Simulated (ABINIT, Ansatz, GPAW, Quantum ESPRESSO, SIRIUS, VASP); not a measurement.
# Hf: 6 runs at one level of theory

```
Hf
1.0
     3.19670    0.00000    0.00000
    -1.59835    2.76842    0.00000
     0.00000    0.00000    5.05780
Hf
2
Direct
  0.67080 0.34630 0.75451
  0.32565 0.67287 0.24668
```

Atoms were shifted at random by some hundredths of an Å from the given cell, which wasn't relaxed again for these runs.

Alike in all runs: task single point; functional PBEsol; k mesh 10 × 10 × 5; occupations fermi-dirac, width 0.05 eV; no spin polarisation; no spin-orbit coupling. Pressure is positive in compression and, in plane waves, holds the error of the finite cutoff.

```csv
program and potentials,plane-wave cutoff (eV),notes,pressure (GPa),largest force (eV/Å),energy over the undisturbed cell (meV/atom)
"SIRIUS, PseudoDojo 0.4.1 PBEsol standard (scalar relativistic)",807,12 valence electrons an atom on average,-3.52,0.146,-
"Quantum ESPRESSO, GBRV 1.5 PBEsol",612,12 valence electrons an atom on average,-3.81,0.147,1.88
"Ansatz, all-electron LAPW, scalar-relativistic",-,-,-3.83,0.146,-
"ABINIT, PseudoDojo NC SR PBEsol v0.4.1 standard",789,12 valence electrons an atom on average,-3.52,0.146,1.87
"VASP, PBE PAW files Hf_pv, 520 eV",520,potentials made for PBE; 10 valence electrons an atom on average,-4.24,0.141,-
"GPAW, PAW data sets generated for this functional",600,12 valence electrons an atom on average,-3.47,0.150,1.92
```

Force on atom 1 (Hf), eV/Å:

| program and potentials | x | y | z |
| --- | --- | --- | --- |
| SIRIUS, PseudoDojo 0.4.1 PBEsol standard (scalar relativistic) | -0.061 | -0.042 | -0.126 |
| Quantum ESPRESSO, GBRV 1.5 PBEsol | -0.061 | -0.042 | -0.127 |
| Ansatz, all-electron LAPW, scalar-relativistic | -0.060 | -0.041 | -0.126 |
| ABINIT, PseudoDojo NC SR PBEsol v0.4.1 standard | -0.061 | -0.042 | -0.126 |
| VASP, PBE PAW files Hf_pv, 520 eV | -0.060 | -0.042 | -0.120 |
| GPAW, PAW data sets generated for this functional | -0.061 | -0.042 | -0.130 |

The pressure spans -4.24 (VASP, PBE PAW files Hf_pv, 520 eV) to -3.47 GPa (GPAW, PAW data sets generated for this functional), with all-electron results at -3.83.

The functional is the same throughout but for its coding, so the spread measures potentials, basis and numerics; runs on potential files found faulty are left out.

The negative pressure in every run means that the cell is stretched relative to PBEsol equilibrium and would contract if relaxed. This probably reflects a lattice taken from experiment or from a functional that binds less tightly. The forces oppose the relative displacement of the two atoms, and they are disproportionately strong along c. This fits the hcp metal's stiffer optical motion of basal planes against each other, compared with their sliding in-plane.

SIRIUS and ABINIT agree at -3.52 GPa with the same potential family, so their offset from the all-electron value probably comes from the potentials rather than the codes. GBRV comes much closer, at -3.81 GPa. VASP deviates most in pressure and gives the softest response along c, which may stem from the 5s shell being frozen in the core or from potentials built for another functional. Close agreement in forces therefore doesn't guarantee equal agreement in pressure: the former tests the response to atomic displacement, the latter the response to strain.
